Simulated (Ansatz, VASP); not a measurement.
# Pb: VASP beside Ansatz

```
Pb
1.0
    -1.91645    1.91645    1.91645
     1.91645   -1.91645    1.91645
     1.91645    1.91645   -1.91645
Pb
1
Cartesian
  0.0000 0.0000 0.0000
```

Change from the starting cell: volume scaled by 0.88, LAPW.

Alike in both runs: task single point; functional PBE; k mesh 15 × 15 × 15; occupations fermi-dirac, width 0.1 eV; no spin polarisation.

|  | VASP | Ansatz |
| --- | --- | --- |
| version | VASP 6.6.1 | Ansatz 0.2.0 |
| potentials or method | VASP PAW PBE potentials, release 64 (Pb_d), cutoff 520 eV | all-electron LAPW, scalar-relativistic |

Ansatz gave:

* pressure (GPa): 6.7

**Question.** What did VASP give for the same quantities?

**Answer.** Pressure (GPa): 6.6.

Ansatz ran all-electron here, so the differences hold the error of VASP's frozen core and of both bases.

The runs have no spin-orbit coupling, so splittings on Pb are missing.
